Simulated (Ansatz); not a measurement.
**From the elastic tensor of InAs at 22 GPa (stress–strain coefficients) to moduli and sound speeds**

The calculation used Ansatz, DFT PBEsol, scalar-relativistic, plane waves, PAW. Settings: 420 eV plane-wave cutoff, Γ-centred 12×12×12 mesh, fixed occupations. No spin polarisation.

The structure is cubic, space group F-43m (No. 216). Conventional cell: a = 5.637 Å, b = 5.637 Å, c = 5.637 Å, α = 90.00°, β = 90.00°, γ = 90.00°. In (site symmetry -43m) has 4 As at 2.44 Å as nearest neighbours. As (site symmetry -43m) is surrounded by 4 In at 2.44 Å.

The real crystal has changed phase below this pressure. The bands were filled as in an insulator; under compression the gap may have closed between mesh points.

Relaxed-ion constants (GPa, on the Cartesian axes of the calculation):
```
158.2 140.5 140.5   0.0   0.0   0.0
140.5 158.2 140.5   0.0   0.0   0.0
140.5 140.5 158.2   0.0   0.0   0.0
  0.0   0.0   0.0  26.0   0.0   0.0
  0.0   0.0   0.0   0.0  26.0   0.0
  0.0   0.0   0.0   0.0   0.0  26.0
```

Density 7.035 g/cm³; 2 atoms in 44.79 Å³.

The values that follow are for a polycrystal of randomly turned grains, by Hill's mean where one number stands. In a crystal this anisotropic the Voigt and Reuss bounds lie far apart, so Hill's mean and the sound speeds and Debye temperature from it are rough.

```
Bulk modulus, Voigt / Reuss / Hill          : 146.4 / 146.4 / 146.4 GPa
Shear modulus, Voigt / Reuss / Hill         : 19.2 / 14.7 / 16.9 GPa
Young's modulus                             : 49 GPa
Poisson ratio                               : 0.444
Pugh ratio B/G                              : 8.66
Universal anisotropy index                  : 1.53
Longitudinal and transverse sound speeds    : 4901 and 1550 m/s
Debye temperature from the mean sound speed : 186 K
```

Cost: 1 run of about 5.5 core-minutes, on AMD EPYC 7R43 (Zen 3) (shared hosts).

Compressed zincblende InAs strongly resists a change of volume but yields easily to shear. The softest homogeneous deformation is the tetragonal one, governed by the small difference between C11 (158.2 GPa) and C12 (140.5 GPa); the shear described by C44 (26.0 GPa) is stiffer. This contrast follows from the open tetrahedral network. Uniform compression shortens every bond against steep repulsion, whereas tetragonal shear mainly bends bond angles, which only weak directional forces oppose in a partly ionic semiconductor. Pressure probably widens the contrast, since it strengthens the repulsion while favouring denser packing over the fourfold framework.

All the cubic stability conditions on the stress–strain coefficients are still met, so the lattice withstands small homogeneous strains at this pressure. That makes it at most metastable, and is compatible with a first-order transition occurring before any elastic instability. The large B/G ratio reflects this weak shear resistance and is no sound evidence of ductility, which depends on dislocation motion and fracture. Short-wavelength transverse acoustic phonons, often soft in compressed tetrahedral semiconductors, remain untested by these elastic constants.
